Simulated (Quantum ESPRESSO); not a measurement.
Runs of Quantum ESPRESSO 7.5 on V. Symmetry: P6_3/mmc, No. 194, hexagonal system. The conventional cell has a = 2.604 Å, b = 2.604 Å, c = 4.723 Å, α = 90.00°, β = 90.00°, γ = 120.00°. Around V (site symmetry -6m2) lie 12 V at 2.60 to 2.80 Å. This isn't the form of V at room conditions, which is bcc.

| level | ASE optimiser | rVV10 parameter b | dispersion computed by | gap on the mesh (eV) | pressure (GPa) | moment (μB) | relaxed volume (Å³/atom) |
| --- | --- | --- | --- | --- | --- | --- | --- |
| PBEsol | BFGS | - | - | none | 0.0 | 0.00 | (b) |
| PBEsol+rVV10 | BFGS | 6.3 | - | none | 0.0 | 0.00 | 13.06 |
| PBEsol+D3(BJ) | LBFGS | - | - | none | 0.0 | 0.00 | (a) |
| PBEsol+D4 | LBFGS | - | dftd4 4.3.1 through ASE | none | 0.0 | 0.00 | 13.15 |
| PBEsol+D3 | FIRE | - | - | none | 0.0 | 0.00 | 12.99 |

Alike in all rows: task relaxation of cell and atoms; potentials or basis GBRV 1.5 PBEsol; spin collinear, ferromagnetic start; cell relaxed; k mesh 10 × 10 × 5; cutoff (eV) 612; smearing fermi-dirac 0.05 eV.

Problem. Estimate the missing entries.

Solution. (a) 12.86; (b) 13.31.

Caveats: pairwise dispersion overbinds metals, which lowers pressure and volume (some runs); rVV10's parameter b was fitted to another functional (some runs).

A gap of «none» marks a metal or a gap under the smearing width.
